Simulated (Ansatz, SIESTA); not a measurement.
This is a calculation of Bi2Te3 (Tellurobismuthite) for Ansatz 0.2.0. Atoms were shifted at random by some hundredths of an Å from the given cell, which wasn't relaxed again for these runs. 

input.yaml

```yaml
crystal:
  lattice:
    - [2.193, 1.2661291403, 10.1656666667]
    - [-2.193, 1.2661291403, 10.1656666667]
    - [0.0, -2.5322582807, 10.1656666667]
  atoms:
    - { symbol: Bi, position: [0.605392, 0.601964, 0.593439] }
    - { symbol: Bi, position: [0.399525, 0.403823, 0.397033] }
    - { symbol: Te, position: [0.794695, 0.785157, 0.792554] }
    - { symbol: Te, position: [0.211657, 0.208557, 0.206124] }
    - { symbol: Te, position: [0.003643, 0.00338, -0.006164] }
hamiltonian:
  xc: pbe
  pseudopotentials: { kind: paw, azcp: { folder: soft_1 } }
kpoints:
  mp_grid: { grid: [7, 7, 7] }
scf:
  occupations: { method: fermi_dirac, width: 0.05 }
output:
  forces: true
  stress: true
  eigenvalues: true
```

Potentials or basis: Ansatz PAW soft_1.

Launch:

```sh
$ ansatz run input.yaml --threads 1 --pin off --max-ram 3584MiB --backend cpu --events-out ev --progress --plain --runs-dir out
```

Q: Set up the same calculation for SIESTA 5.4.2. Potentials or basis there: files PseudoDojo sr-pbe-0.4.1-standard, DZP (energy shift 0.003 Ry; two zetas on semicore shells).

A: As run (cutoffs and basis follow the program's own potentials, and thresholds, step limits or extra output files can differ):

File Bi2Te3.fdf:

```
SystemName                      Tellurobismuthite
SystemLabel                     Bi2Te3
NumberOfSpecies                 2
NumberOfAtoms                   5
%block ChemicalSpeciesLabel
  1  83 Bi
  2  52 Te
%endblock ChemicalSpeciesLabel

LatticeConstant                 1.0 Ang
%block LatticeVectors
     2.1930000000     1.2661291403    10.1656666667
    -2.1930000000     1.2661291403    10.1656666667
     0.0000000000    -2.5322582807    10.1656666667
%endblock LatticeVectors
AtomicCoordinatesFormat         Fractional
%block AtomicCoordinatesAndAtomicSpecies
     0.6053920000     0.6019640000     0.5934390000  1  Bi
     0.3995250000     0.4038230000     0.3970330000  1  Bi
     0.7946950000     0.7851570000     0.7925540000  2  Te
     0.2116570000     0.2085570000     0.2061240000  2  Te
     0.0036430000     0.0033800000    -0.0061640000  2  Te
%endblock AtomicCoordinatesAndAtomicSpecies

%block kgrid.MonkhorstPack
    7   0   0  0.0
    0   7   0  0.0
    0   0   7  0.0
%endblock kgrid.MonkhorstPack
XC.Functional                   GGA
XC.Authors                      PBE
PAO.BasisSize                   DZP
PAO.EnergyShift                 0.003 Ry
Mesh.Cutoff                     500 Ry
OccupationFunction              FD
ElectronicTemperature           0.05 eV
MaxSCFIterations                120
SCF.MustConverge                false
SCF.Mixer.Method                Pulay
SCF.Mixer.Weight                0.25
SCF.Mixer.History               8
SCF.DM.Tolerance                5.0e-05
SCF.H.Tolerance                 1.0e-03 eV
WriteForces                     true
Charge.Mulliken                 end
%block PAO.Basis
  Bi 4
  n=6 0 2
    5.784 0.000
  n=6 1 2
    8.130 0.000
  n=5 2 2
    3.882 0.000
  n=6 2 1
    8.130
  Te 4
  n=5 0 2
    5.635 0.000
  n=5 1 2
    7.297 0.000
  n=4 2 2
    3.260 0.000
  n=5 2 1
    7.297
%endblock PAO.Basis
```

Potentials or basis: PseudoDojo 0.4 standard (PBE files), converted to PSML, two zetas on semicore shells, DZP (energy shift 0.003 Ry; two zetas on semicore shells).

Command:

```sh
$ siesta < Bi2Te3.fdf > Bi2Te3.out 2>&1
```

Both were run:

|  | Ansatz | SIESTA |
| --- | --- | --- |
| Pressure | 1.7 GPa | 2.5 GPa |
| Energy over the undisturbed cell | 1.3 meV/atom | -0.1 meV/atom |

Ansatz's pressure holds a Pulay term of +0.02 GPa for its cutoff of 420 eV, which the other run lacks.

Where Ansatz's input types no cutoff or centring, it takes its own default and a Γ-centred mesh.

The undisturbed cell isn't at this level's minimum, so the move can lower the energy.

Pressure is positive in compression.
